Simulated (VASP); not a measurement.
Crystal: Te.

```
Te
1.0
     5.22326    0.00000    0.00000
     0.00000    5.22326    0.00000
     0.00000    0.00000    5.22326
Te
4
Direct
  0.87500 0.12500 0.62500
  0.37500 0.37500 0.37500
  0.12500 0.62500 0.87500
  0.62500 0.87500 0.12500
```

The cell was built by a generator and needn't be a form met in nature.

Base run:

| Item | Value |
| --- | --- |
| Program | VASP 6.6.1 |
| Functional | HSE(alpha, omega) |
| Potentials or basis | VASP PAW PBE potentials, release 64 (Te) |
| Cutoff | 520 eV |
| k mesh | 3 × 3 × 3 |
| Occupations | fermi-dirac, width 0.05 eV |
| Spin | no spin polarisation |

Its results: band gap on the k mesh 0.60 eV, indirect (least direct gap 1.18 eV); pressure -4.6 GPa.

Task: The run is repeated on the same cell with these changes: share of exact exchange from 0.5 to 0.1. What comes out?

Result: Band gap on the k mesh 0.26 eV, indirect (least direct gap 0.84 eV); pressure -0.7 GPa.

Caveats: the PAW data sets were made with another functional, which shifts forces and pressure a little; spin-orbit coupling is left out, which moves the levels of the heavy elements; an odd mesh through Γ misses points on the zone boundary, where band edges often lie.
